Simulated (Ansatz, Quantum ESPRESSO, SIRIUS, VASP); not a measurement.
**Fitting the PBEsol energy curve of CeO2**

```cif
data_structure
_symmetry_space_group_name_H-M 'P 1'
_symmetry_Int_Tables_number 1
_cell_length_a 3.8235
_cell_length_b 3.8235
_cell_length_c 3.8235
_cell_angle_alpha 60.000
_cell_angle_beta 60.000
_cell_angle_gamma 60.000
_cell_volume 39.53
loop_
_atom_site_label
_atom_site_type_symbol
_atom_site_fract_x
_atom_site_fract_y
_atom_site_fract_z
_atom_site_occupancy
Ce1 Ce 0.00000 0.00000 0.00000 1
O1 O 0.75000 0.75000 0.75000 1
O2 O 0.25000 0.25000 0.25000 1
```

The cell was scaled at fixed shape and fractions and run with SIRIUS, all-electron FP-LAPW, apw+lo standard; PBEsol, k mesh 9 × 9 × 9 on the cell of 3 atoms, fermi-dirac occupations of 0.05 eV, collinear spin, ferromagnetic start, no spin-orbit coupling. Energies are those that the program minimises, any entropy of the smearing included. The magnetic state is the one that the start led to, which needn't be the lowest. Plain semilocal runs treat an open f shell poorly.

```csv
V (Å³/atom),energy over the lowest row (meV/atom)
12.3848,26.04
12.6483,9.83
12.9118,1.39
13.1753,0.00
13.4388,4.79
13.7023,?
13.9658,30.34
```

Task: Fit the third-order Birch-Murnaghan form, give V0, B0 and B′, and predict the energy left open.

Result: With y = (V0/V)^(2/3), E = E0 + (9 V0 B0/16) [(y - 1)³ B′ + (y - 1)² (6 - 4y)]. Least squares through the rows shown give V0 = 13.0998 Å³/atom, E0 = -0.27 meV, B0 = 193.8 GPa (1 eV/Å³ = 160.218 GPa) and B′ = 4.79, with a largest miss of 0.03 meV. At V = 13.7023 the form with these constants gives 15.10 meV; the run gave 15.04 meV an atom. Other set-ups at this level, from all their volumes (Å³/atom, GPa): Ansatz, all-electron LAPW, scalar-relativistic: V0 13.111, B0 192.8; Quantum ESPRESSO, SSSP 1.3 efficiency PBE (made for PBE): V0 13.167, B0 191.7; VASP, PBE PAW files Ce, O, 520 eV (made for PBE): V0 13.127, B0 191.7.
